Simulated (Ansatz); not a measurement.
`[SiH3]CI` + `N=C(N)O` → `N/C(O)=N\[SiH3]` + `CI`  (ligand exchange at the Si–C bond)

Calculated with Ansatz (gas phase, PBE0-D4/def2-TZVP geometries, no zero-point term in ΔE). CCSD(T)/CBS adds triple-zeta CCSD(T) − MP2 to the extrapolated MP2 energy (def2 sets, frozen cores). DFT in def2-TZVPP. B3LYP here is the variant with VWN-RPA as its local correlation; programs differ in this. Elements past krypton have def2 core potentials. For I outer-core shells are correlated without core-valence functions, which leaves a few kJ/mol of doubt a bond. Each species was taken in one conformer, which may not be the lowest.

`[SiH3]CI`:

Cartesian coordinates in Å:
```
Si -0.205 -0.934 0.057
C 0.080 0.917 0.172
I 1.129 1.598 -1.565
H -1.016 -1.239 -1.147
H -0.937 -1.389 1.273
H 1.101 -1.634 -0.020
H 0.696 1.196 1.025
H -0.849 1.485 0.205
```

`N=C(N)O`:

Cartesian coordinates in Å:
```
N 0.118 -0.316 -1.331
C 0.065 -0.054 -0.091
N -1.039 -0.318 0.663
O 1.039 0.472 0.696
H 1.029 -0.129 -1.734
H -1.871 -0.516 0.137
H -1.150 0.209 1.510
H 1.809 0.653 0.150
```

`N/C(O)=N\[SiH3]`:

Z-matrix (Å, degrees):
```
Si
N 1 1.705
H 1 1.503 2 113.2
H 1 1.487 2 110.7 3 -120.3
H 1 1.485 2 109.8 3 119.9
C 2 1.268 1 129.8 3 10.1
O 6 1.347 2 120.9 1 -179.9
N 6 1.355 2 128.9 1 1.7
H 7 0.965 6 105.1 2 -0.3
H 8 1.004 6 118.2 2 -12.5
H 8 1.004 6 118.8 2 -168.1
```

`CI`:

Cartesian coordinates in Å:
```
C -0.201 0.103 0.031
I 1.675 -0.862 -0.257
H -0.219 0.983 -0.605
H -0.980 -0.599 -0.248
H -0.275 0.375 1.079
```

```json
{"level": "PBE-D4", "ΔE (kJ/mol)": "-67.0", "difference from CCSD(T)/CBS": "-0.5"}
{"level": "r2SCAN-D4", "ΔE (kJ/mol)": "-73.2", "difference from CCSD(T)/CBS": "-6.7"}
{"level": "PBE0-D4", "ΔE (kJ/mol)": "-69.5", "difference from CCSD(T)/CBS": "-3.0"}
{"level": "B3LYP-D4", "ΔE (kJ/mol)": "-74.5", "difference from CCSD(T)/CBS": "-8.0"}
{"level": "ωB97X-V", "ΔE (kJ/mol)": "-70.9", "difference from CCSD(T)/CBS": "-4.4"}
{"level": "ωB97M-V", "ΔE (kJ/mol)": "-70.3", "difference from CCSD(T)/CBS": "-3.8"}
{"level": "B2PLYP", "ΔE (kJ/mol)": "-73.4", "difference from CCSD(T)/CBS": "-6.9"}
{"level": "PBE", "ΔE (kJ/mol)": "-66.8", "difference from CCSD(T)/CBS": "-0.3"}
{"level": "r2SCAN", "ΔE (kJ/mol)": "-72.8", "difference from CCSD(T)/CBS": "-6.3"}
{"level": "PBE0", "ΔE (kJ/mol)": "-69.4", "difference from CCSD(T)/CBS": "-2.9"}
{"level": "B3LYP", "ΔE (kJ/mol)": "-74.6", "difference from CCSD(T)/CBS": "-8.1"}
{"level": "HF/def2-TZVPP", "ΔE (kJ/mol)": "-82.0", "difference from CCSD(T)/CBS": "-15.5"}
{"level": "MP2/def2-TZVPP", "ΔE (kJ/mol)": "-69.8", "difference from CCSD(T)/CBS": "-3.3"}
{"level": "SCS-MP2/def2-TZVPP", "ΔE (kJ/mol)": "-70.3", "difference from CCSD(T)/CBS": "-3.8"}
{"level": "CCSD/def2-TZVPP", "ΔE (kJ/mol)": "-68.4", "difference from CCSD(T)/CBS": "-1.9"}
{"level": "CCSD(T)/def2-TZVPP", "ΔE (kJ/mol)": "-67.2", "difference from CCSD(T)/CBS": "-0.7"}
{"level": "HF/def2-QZVPP", "ΔE (kJ/mol)": "-82.3", "difference from CCSD(T)/CBS": "-15.8"}
{"level": "MP2/def2-QZVPP", "ΔE (kJ/mol)": "-69.5", "difference from CCSD(T)/CBS": "-3.0"}
{"level": "SCS-MP2/def2-QZVPP", "ΔE (kJ/mol)": "-70.1", "difference from CCSD(T)/CBS": "-3.6"}
{"level": "HF/CBS(def2)", "ΔE (kJ/mol)": "-82.3", "difference from CCSD(T)/CBS": "-15.8"}
{"level": "MP2/CBS(def2)", "ΔE (kJ/mol)": "-69.1", "difference from CCSD(T)/CBS": "-2.6"}
{"level": "CCSD/CBS(def2)", "ΔE (kJ/mol)": "-67.7", "difference from CCSD(T)/CBS": "-1.2"}
{"level": "CCSD(T)/CBS", "ΔE (kJ/mol)": "-66.5", "difference from CCSD(T)/CBS": "0"}
```

Largest T1 diagnostic among the species: 0.013.

In def2-TZVPP, CCSD(T) changes the Hartree–Fock value by +14.7 kJ/mol (the triples alone add +1.2 kJ/mol) and MP2 by +12.1 kJ/mol.

CCSD(T)/CBS has its own doubt, a few kJ/mol and more with outer-core shells, so smaller differences from it don't rank the levels.
